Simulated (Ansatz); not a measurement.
## A series in volume scale on C

Results calculated with Ansatz 0.2.0, not measured. Periodic Kohn-Sham DFT of a crystal at fixed atoms, scaled to volume_scale times the given cell; pressure positive in compression, energy less spherical unpolarised free atoms, largest_vzz the field gradient of largest size among the nuclei.

The cell before it is scaled or strained (space group Fd-3m, No. 227):
```
C
1.0
      0.0000     1.7834     1.7834
      1.7834     0.0000     1.7834
      1.7834     1.7834     0.0000
C
2
Direct
  0.50000 0.50000 0.50000
  0.75000 0.75000 0.75000
```

Settings of every row: method all-electron PAW; functional PBE; relativity scalar; k mesh 20x20x20; filling fermi-dirac; smearing width 0.08 eV; nucleus gaussian.

Atom start moment: 0 on all atoms.

| row | volume scale | V (Å³/atom) | pressure (GPa) |
| --- | --- | --- | --- |
| 1 | 0.94 | 5.332 | 32.224 |
| 2 | 0.96 | 5.445 | 21.091 |
| 3 | 0.98 | 5.559 | ? |
| 4 | 0.99 | 5.615 | 6.236 |
| 5 | 1.01 | 5.729 | -2.567 |
| 6 | 1.02 | 5.786 | -6.669 |
| 7 | 1.04 | 5.899 | -14.319 |
| 8 | 1.06 | 6.012 | -21.283 |

Question: what pressure should row 3 give?

Worked fit of pressure. Take u = (V_r/V)^(2/3) − 1 with V_r = 5.729 Å³ an atom, which is twice the finite (Eulerian) strain; such expansions in the strain, on which the Birch-Murnaghan equation of state is built, carry the rest volume and the bulk modulus. The shown rows have u = 0.04904, 0.03448, 0.01349, 0, -0.00658, -0.01931, -0.03163. Least squares give pressure = −2.5709 + 634.299 × u + 1420.55 × u² + 2328.1 × u³ GPa; a parabola predicts inner rows, each left out in turn, worse (root mean square 0.046 against 0.02 GPa). The rows lie off it by -0.002, 0.007, -0.014, 0.004, 0.015, -0.013, 0.003 (root mean square 0.0098 GPa). The pressure vanishes at u = 0.0040, or V = 5.695 Å³ an atom, and there the bulk modulus at fixed shape and fractions is B = −V dP/dV = (2/3)(1 + u) dP/du = 432 GPa. The withheld row has u = 0.02028, so the fit gives −2.5709 + 634.299 × (0.02028) + 1420.55 × (0.02028)² + 2328.1 × (0.02028)³ = 10.896 GPa.

The calculation gave 10.958 GPa. The fit lies 0.062 GPa (0.12 % of the column's range) below it; its largest miss of a shown row is 0.015 GPa.
